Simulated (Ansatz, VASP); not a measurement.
One calculation of MgS, two programs

File POSCAR:

```
MgS
1.0
    3.6454348054      0.0000000000      0.0000000000
   -1.8227174027      3.1570391493      0.0000000000
    0.0000000000      0.0000000000      5.9180597119
Mg S
2 2
Direct
    0.0000000000      0.0000000000      0.0000000000
    0.0000000000      0.0000000000      0.5000000000
    0.3333333333      0.6666666667      0.2500000000
    0.6666666667      0.3333333333      0.7500000000
```

Contents of INCAR.step1:

```
ALGO = Normal
EDIFF = 1E-4
ENCUT = 520
GGA = PE
ISMEAR = 0
LASPH = T
LCHARG = F
LREAL = F
LWAVE = T
NBANDS = 16
NELM = 80
PREC = Accurate
SIGMA = 0.01
```

The input INCAR.step2:

```
ALGO = Normal
EDIFF = 1E-7
ENCUT = 520
ISIF = 2
ISMEAR = 0
ISTART = 1
LASPH = T
LCHARG = T
LELF = T
LMIXTAU = T
LREAL = F
LVHAR = T
LWAVE = F
METAGGA = R2SCAN
NBANDS = 16
NELM = 80
PREC = Accurate
SIGMA = 0.01
```

The input KPOINTS:

```
k-points
0
Gamma
  12 12 4
```

Input for Ansatz:

```yaml
crystal:
  lattice:
    - [3.6454348054, 0.0, 0.0]
    - [-1.8227174027, 3.1570391493, 0.0]
    - [0.0, 0.0, 5.9180597119]
  atoms:
    - { symbol: Mg, position: [0.0, 0.0, 0.0] }
    - { symbol: Mg, position: [0.0, 0.0, 0.5] }
    - { symbol: S, position: [0.3333333333, 0.6666666667, 0.25] }
    - { symbol: S, position: [0.6666666667, 0.3333333333, 0.75] }
kpoints:
  mp_grid: { grid: [12, 12, 4] }
  band_path:
    path:
      - [0.0, 0.0, 0.0]
      - [0.5, 0.0, 0.0]
      - [0.3333333333, 0.3333333333, 0.0]
      - [0.0, 0.0, 0.5]
      - [0.5, 0.0, 0.5]
      - [0.3333333333, 0.3333333333, 0.5]
    npoints: 1
hamiltonian:
  xc: r2scan
scf:
  occupations: { method: fixed }
  n_extra_bands: 5
output:
  forces: true
  stress: true
  eigenvalues: true
```

Change from the starting cell: uniaxial_z strain -3.7%.

Alike in both runs: task single point; functional r2SCAN; k mesh 12 × 12 × 4; no spin polarisation.

|  | VASP | Ansatz |
| --- | --- | --- |
| version | VASP 6.6.1 | Ansatz 0.2.0 |
| potentials or method | VASP PAW PBE potentials, release 64 (Mg, S) | plane waves, PAW |
| plane-wave cutoff (eV) | 520 | 500 |
| occupations | gaussian, width 0.01 eV | fixed |
| valence electrons in the cell | 16 | 32 |

Ansatz gave:

```
gap on the k mesh at the Fermi level (eV)       : 4.20
pressure (GPa)                                  : 3.4
largest component of the traceless stress (GPa) : 4.28
```

**Question.** Which values does VASP return?

**Answer.** gap on the k mesh at the Fermi level (eV): 4.18; pressure (GPa): 2.9; largest component of the traceless stress (GPa): 4.23.

The two sets of potentials don't hold the same shells in valence.

Caveats: the PAW data sets were made with another functional, which shifts forces and pressure a little (VASP). A k mesh can miss the band edges.
